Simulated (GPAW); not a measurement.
Input of a GPAW 26.7.0 run:

run.py

```python
from ase.dft.bandgap import bandgap
from ase.io import read, write
from gpaw import GPAW, PW
from gpaw.response.df import DielectricFunction

atoms = read('Pd.xyz')

calc = GPAW(mode=PW(450),
            xc='PBE',
            kpts={'size': (9, 9, 9), 'gamma': True},
            occupations={'name': 'fermi-dirac', 'width': 0.05},
            nbands=17,
            convergence={'density': 1e-06},
            maxiter=150,
            txt='gpaw.txt')
atoms.calc = calc
energy = atoms.get_potential_energy()
calc.write('gs.gpw')
write('result.traj', atoms)
print(f'Energy: {energy:.6f} eV')
print('Fermi level:', round(calc.get_fermi_level(), 4), 'eV')
print(f'Gap: {bandgap(calc)[0]:.4f} eV, direct: {bandgap(calc, direct=True)[0]:.4f} eV')

dense = calc.fixed_density(kpts={'size': (30, 30, 30), 'gamma': True},
                           nbands=24, convergence={'bands': 18, 'eigenstates': 1e-7},
                           update_fermi_level=True, txt='dense.txt')
dense.write('dense.gpw', mode='all')

df = DielectricFunction('dense.gpw', frequencies={'type': 'nonlinear', 'domega0': 0.05, 'omega2': 10},
                        eta=0.1, ecut=50, nbands=18, rate='eta', txt='df.txt')
for direction in ['x']:
    df.get_dielectric_function(xc='RPA', direction=direction, filename=f'df_{direction}.csv')
```

Pd.xyz

```xyz
1
Lattice="0.0000000000 1.9201927211 1.9201927211 1.9201927211 0.0000000000 1.9201927211 1.9201927211 1.9201927211 0.0000000000" Properties=species:S:1:pos:R:3 pbc="T T T"
Pd     0.0000000000      0.0000000000      0.0000000000
```

Potentials or basis: GPAW PAW data sets (gpaw-data 1.2.1), pw.

The run is started by

```bash
$ OMP_NUM_THREADS=1 python run.py
```

Question: Estimate the band gap on the k mesh.

Answer: None (metal or under the smearing width).

Dielectric function (mean over the directions given):
| energy (eV) | real part | imaginary part |
| --- | --- | --- |
| 0.51 | -135.64 | 142.31 |
| 1.15 | -38.25 | 46.18 |
| 1.77 | -22.39 | 24.39 |
| 2.42 | -12.48 | 14.06 |
| 3.04 | -8.30 | 8.89 |
| 3.69 | -5.78 | 6.35 |
| 4.30 | -4.60 | 4.96 |
| 4.94 | -3.27 | 4.73 |
| 5.53 | -2.79 | 4.20 |
| 6.15 | -2.57 | 2.83 |
| 6.87 | -1.78 | 1.96 |
| 7.55 | -1.00 | 1.55 |
| 8.16 | -0.12 | 1.34 |
| 8.80 | 0.20 | 1.40 |
| 9.47 | 0.70 | 1.78 |
| 10.06 | 0.62 | 1.89 |
| 10.67 | 0.58 | 1.96 |
| 11.31 | 0.68 | 1.75 |
| 11.96 | 0.79 | 1.80 |
| 12.53 | 0.69 | 1.87 |
| 13.36 | 0.68 | 1.81 |
| 13.97 | 0.65 | 1.81 |
| 14.61 | 0.56 | 1.78 |
| 15.26 | 0.55 | 1.72 |
| 15.94 | 0.40 | 1.62 |
| 16.64 | 0.34 | 1.50 |
| 17.36 | 0.37 | 1.35 |
| 18.12 | 0.46 | 1.23 |
| 18.90 | 0.63 | 1.24 |
| 19.87 | 0.92 | 1.57 |

Caveat: the intraband term hangs on this k mesh; the long-wavelength limit can be off by several per cent where d states take part; independent-particle spectra lack excitons.
